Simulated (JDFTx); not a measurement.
Crystal: As.

```
As
1.0
     1.88080    1.08588    3.51406
    -1.88080    1.08588    3.51406
     0.00000   -2.17176    3.51406
As
2
Direct
  0.22600 0.22600 0.22600
  0.77400 0.77400 0.77400
```

| Quantity | Value |
| --- | --- |
| Program | JDFTx 1.7.0 (patched build) |
| Task | relaxation of cell and atoms |
| Functional | RPBE |
| Potentials or basis | SG15-PBE-1.2 with smoothed tails |
| Cutoff | 1088 eV |
| Density cutoff | 8708 eV |
| k mesh | 3 × 3 × 3 |
| Occupations | fermi-dirac, width 0.05 eV |
| Spin | no spin polarisation |

At the start: pressure 5.4 GPa; volume 21.53 Å³/atom.

Task: How do energy, volume and symmetry change on relaxing?

Result: Over 11 steps the energy falls by 38.8 meV/atom and the volume is 22.80 Å³/atom (+5.9 %); space group R-3m (No. 166, to 0.05 Å).

The path:
| step | energy change (eV) | largest force (eV/Å) | pressure (GPa) | volume (Å³) |
| --- | --- | --- | --- | --- |
| 1 | 0.0000 | 0.0933 | 5.39 | 43.06 |
| 2 | -0.0197 | 0.0190 | 4.18 | 43.53 |
| 3 | -0.0533 | 0.1284 | 1.85 | 44.68 |
| 4 | -0.0735 | 0.0359 | -0.28 | 46.15 |
| 5 | -0.0756 | 0.0632 | -0.22 | 46.13 |
| 6 | -0.0763 | 0.0327 | -0.06 | 45.92 |
| 7 | -0.0770 | 0.0079 | -0.05 | 45.80 |
| 8 | -0.0773 | 0.0057 | -0.04 | 45.74 |
| 9 | -0.0776 | 0.0107 | -0.01 | 45.64 |
| 10 | -0.0776 | 0.0005 | -0.01 | 45.61 |
| 11 | -0.0776 | 0.0005 | 0.00 | 45.61 |

Final structure:
```
CELL_PARAMETERS angstrom
1.95766 1.13026 3.43532
-1.95766 1.13026 3.43532
0.00000 -2.26052 3.43532
ATOMIC_POSITIONS crystal
As 0.22469 0.22469 0.22469
As 0.77531 0.77531 0.77531
```

Caveat: the k mesh is coarse (spacing up to 0.67 Å⁻¹), so the values aren't converged; the potentials were made for another functional, which shifts forces and pressure.
